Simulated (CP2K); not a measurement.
## Sb: equation of state with PBE

Sb:

```
Sb
1.0
     3.35344    0.00000    0.00000
     1.67672    2.90417    0.00000
     1.67672    0.96806    2.73808
Sb
1
Direct
  0.00000 0.00000 0.00000
```

This isn't the form of Sb at room conditions, which is rhombohedral.

| Quantity | Value |
| --- | --- |
| Program | CP2K 2026.2 |
| Task | equation of state |
| Functional | PBE |
| Potentials or basis | POTENTIAL_UZH Sb GTH-PBE-q5; TZVP-MOLOPT-PBE-GTH basis |
| Density cutoff | 6123 eV |
| k mesh | 10 × 10 × 10 |
| Occupations | fermi-dirac, width 0.05 eV |
| Spin | no spin polarisation |

```
Equilibrium volume                      : 28.11 Å³/atom
Bulk modulus                            : 60 GPa
Pressure derivative of the bulk modulus : 3.3
```

Energy against volume, from the lowest point:
| volume (Å³/atom) | energy (meV/atom) |
| --- | --- |
| 25.066 | 72.06 |
| 25.599 | 47.51 |
| 26.133 | 28.59 |
| 26.666 | 14.75 |
| 27.199 | 5.60 |
| 27.733 | 0.79 |
| 28.266 | 0.00 |

All runs of the series together: 57 s on 1 thread of Arm Neoverse V2, on a shared host.

Caveat: the basis of atomic orbitals isn't converged, which shifts pressures, moduli and gaps. Spin-orbit coupling is left out, which matters for the levels of Sb.
